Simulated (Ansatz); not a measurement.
Cost and result for the atomization energy of C₄H₆ (10 atoms, 11 bonds).

Z-matrix (Å, degrees):
```
C
C 1 1.489
C 1 1.489 2 59.5
H 1 1.091 2 119.1 3 108.5
H 1 1.086 2 117.0 3 -106.9
C 2 1.489 1 98.3 3 -48.6
H 2 1.078 1 130.1 3 118.7
H 3 1.078 1 130.1 2 -118.7
H 6 1.086 2 117.0 1 155.5
H 6 1.091 2 119.1 1 -59.9
```

Charge 0, multiplicity 1. The geometry is a stationary point of PBE0-D4/def2-TZVP. Program: Ansatz. Hardware: A = 2 threads of an AMD EPYC 7R13 on a shared host; B = 2 threads of an AMD EPYC 7R13 on a shared host and a share of an NVIDIA H100 80 GB. Times are those of one run each, without the atoms' runs, and a repeat can differ threefold. Electronic energies, without spin–orbit coupling; frozen cores. CCSD(T)/CBS extrapolates def2-TZVPP and def2-QZVPP, and its time is that of the two runs behind it. T1 = 0.008. B3LYP takes the VWN-RPA correlation (the form of Gaussian; ORCA's B3LYP/G). HSE06 is the plane-wave form, built on full-range PBE exchange.

The measured enthalpy of formation (G2 set as listed by Staroverov and co-workers 2003, 51.9 kcal/mol at 298 K), with computed zero-point and thermal terms and the atoms' enthalpies of Curtiss and co-workers (1997), gives an electronic atomization energy of 4129.9 kJ/mol. Core correlation, relativity and spin–orbit coupling, which the correlated runs lack, are worth up to about 1 kcal/mol a heavy atom.

| level | functions | wall time |
| --- | --- | --- |
| BLYP-D4/def2-TZVPP [A] | 208 | 1.9 s |
| revPBE-D4/def2-TZVPP [A] | 208 | 1.9 s |
| CCSD(T)/def2-SVP [A] | 86 | 2.1 s |
| BHLYP-D4/def2-TZVPP [A] | 208 | 2.4 s |
| HSE06-D4/def2-TZVPP [A] | 208 | 2.6 s |
| CAM-B3LYP-D4/def2-TZVPP [A] | 208 | 3.1 s |
| B3LYP-D4/def2-TZVPP (with forces) [A] | 208 | 3.3 s |
| CCSD(T)/def2-TZVPP [B] | 208 | 4.6 s |
| PBE-QIDH/def2-TZVPP [A] | 208 | 4.8 s |
| ωB97X-V/def2-TZVPP [A] | 208 | 6.5 s |
| ωB97M-V/def2-TZVPP (with forces) [A] | 208 | 8.5 s |
| CCSD(T)/def2-QZVPP [B] | 408 | 13 s |
| CCSD(T)/CBS(def2) | – | 17 s |

**Question.** What atomization energy does each give, and how far from the measured value? (Estimate.)

**Answer.** Computed: 
```json
{"level": "BLYP-D4/def2-TZVPP [A]", "atomization (kJ/mol)": "4100.4", "error": "-29.5", "per bond": "-2.7"}
{"level": "revPBE-D4/def2-TZVPP [A]", "atomization (kJ/mol)": "4147.6", "error": "17.7", "per bond": "1.6"}
{"level": "CCSD(T)/def2-SVP [A]", "atomization (kJ/mol)": "3972.6", "error": "-157.3", "per bond": "-14.3"}
{"level": "BHLYP-D4/def2-TZVPP [A]", "atomization (kJ/mol)": "4008.4", "error": "-121.5", "per bond": "-11.0"}
{"level": "HSE06-D4/def2-TZVPP [A]", "atomization (kJ/mol)": "4191.7", "error": "61.8", "per bond": "5.6"}
{"level": "CAM-B3LYP-D4/def2-TZVPP [A]", "atomization (kJ/mol)": "4138.9", "error": "9.0", "per bond": "0.8"}
{"level": "B3LYP-D4/def2-TZVPP (with forces) [A]", "atomization (kJ/mol)": "4118.9", "error": "-11.0", "per bond": "-1.0"}
{"level": "CCSD(T)/def2-TZVPP [B]", "atomization (kJ/mol)": "4023.9", "error": "-106.0", "per bond": "-9.6"}
{"level": "PBE-QIDH/def2-TZVPP [A]", "atomization (kJ/mol)": "4149.6", "error": "19.7", "per bond": "1.8"}
{"level": "ωB97X-V/def2-TZVPP [A]", "atomization (kJ/mol)": "4140.4", "error": "10.5", "per bond": "1.0"}
{"level": "ωB97M-V/def2-TZVPP (with forces) [A]", "atomization (kJ/mol)": "4142.1", "error": "12.2", "per bond": "1.1"}
{"level": "CCSD(T)/def2-QZVPP [B]", "atomization (kJ/mol)": "4076.2", "error": "-53.7", "per bond": "-4.9"}
{"level": "CCSD(T)/CBS(def2)", "atomization (kJ/mol)": "4113.0", "error": "-16.9", "per bond": "-1.5"}
```

From PBE to PBE0 (25 % exact exchange), in def2-TZVPP and without D4, the atomization energy moves by −58.2 kJ/mol: exact exchange takes away binding that semilocal exchange gives to molecules. In def2-TZVPP, CCSD(T) changes the Hartree–Fock value by +976.5 kJ/mol (the triples alone add +60.9 kJ/mol) and MP2 by +1057.2 kJ/mol; breaking electron pairs costs correlation energy, which Hartree–Fock lacks. Leaving LDA and LC-ωPBE aside and taking each functional with its dispersion term where it has one, the values, not all of them listed here, spread over 241.7 kJ/mol, from BHLYP-D4 to PBE-D4. LDA lies +513.3 kJ/mol from PBE without D4, its usual overbinding.
